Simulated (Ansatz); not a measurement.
# MgTe: the cost of one run

Computed with Ansatz 0.2.0 (DFT r2SCAN, scalar-relativistic, plane waves, PAW, unless a step's input says otherwise).

## Step 1: The starting structure

Symmetry: P6_3mc, No. 186, hexagonal system. The conventional cell has a = 4.520 Å, b = 4.520 Å, c = 7.330 Å, α = 90.00°, β = 90.00°, γ = 120.00°. Mg (site symmetry 3m) has 4 Te at 2.74 to 2.82 Å as nearest neighbours. Te (site symmetry 3m) has 4 Mg at 2.74 to 2.82 Å as nearest neighbours.

Structure file:

```cif
data_structure
_symmetry_space_group_name_H-M 'P6_3mc'
_symmetry_Int_Tables_number 186
_cell_length_a 4.5200
_cell_length_b 4.5200
_cell_length_c 7.3300
_cell_angle_alpha 90.000
_cell_angle_beta 90.000
_cell_angle_gamma 120.000
_cell_volume 129.69
loop_
_atom_site_label
_atom_site_type_symbol
_atom_site_symmetry_multiplicity
_atom_site_Wyckoff_symbol
_atom_site_fract_x
_atom_site_fract_y
_atom_site_fract_z
_atom_site_occupancy
Mg1 Mg 2 b 0.33333 0.66667 0.00000 1
Te1 Te 2 b 0.33333 0.66667 0.38500 1
```

Source of the structure: the Crystallography Open Database.

(A quick probe on a coarse mesh, which set the mesh and smearing, is not shown.)

## Step 3: Relaxing cell and atoms

The input, input.yaml:

```yaml
crystal:
  lattice:
    - [4.52, 0.0, 0.0]
    - [-2.26, 3.9144348251, 0.0]
    - [0.0, 0.0, 7.33]
  atoms:
    - { symbol: Mg, position: [0.3333333333, 0.6666666667, 0.0] }
    - { symbol: Mg, position: [0.6666666667, 0.3333333333, 0.5] }
    - { symbol: Te, position: [0.3333333333, 0.6666666667, 0.385] }
    - { symbol: Te, position: [0.6666666667, 0.3333333333, 0.885] }
basis:
  ecutwfc: 500
kpoints:
  mp_grid: { grid: [6, 6, 4] }
hamiltonian:
  xc: r2scan
scf:
  occupations: { method: gaussian, width: 0.02 }
output:
  forces: true
  stress: true
  eigenvalues: true
  write_density: true
  write_potential: true
  elf: true
  volumetric_format: npy
relax:
  adjacent_minimum: "off"
  f_tol: 0.005
  max_steps: 80
  cell: { stress_tol: 0.05 }
```

Command:

```sh
ansatz run input.yaml --threads 1 --pin off --max-ram 2560MiB --backend cpu --events-out ev --progress --plain --runs-dir out
```

What time and memory should one allow on 1 thread of Arm Neoverse V1, shared host?

About 99 s, with a peak of 0.68 GiB.
